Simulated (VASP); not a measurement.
# BeTe: kinetic-energy density

BeTe, F-43m (no. 216), 2 atoms in the cell. PBE; PAW potentials Te, Be (PBE set).

## Input

INCAR:
```
PREC = Accurate
ENCUT = 520
EDIFF = 1E-7
ISMEAR = 0
SIGMA = 0.02
LREAL = F
LASPH = T
ALGO = Normal
NELM = 100
ISIF = 2
LWAVE = F
LCHARG = T
LTAU = T
```

KPOINTS:
```
k-points
0
Gamma
  7 7 7
```

POSCAR:
```
BeTe
1.0
    0.0000000000      2.7700000000      2.7700000000
    2.7700000000      0.0000000000      2.7700000000
    2.7700000000      2.7700000000      0.0000000000
Te Be
1 1
Direct
    0.7500000000      0.7500000000      0.7500000000
    0.0000000000      0.0000000000      0.0000000000
```

Commands:
```
cat potpaw_PBE.64/Te/POTCAR potpaw_PBE.64/Be/POTCAR > POTCAR
mpirun -np 1 vasp_std > vasp.out
```

## Result

- Kinetic energy of the pseudo orbitals (eV): 97.04

VASP 6.6.1 took 15 s on 1 core (AMD EPYC 7R43 (Zen 3)), a shared host.
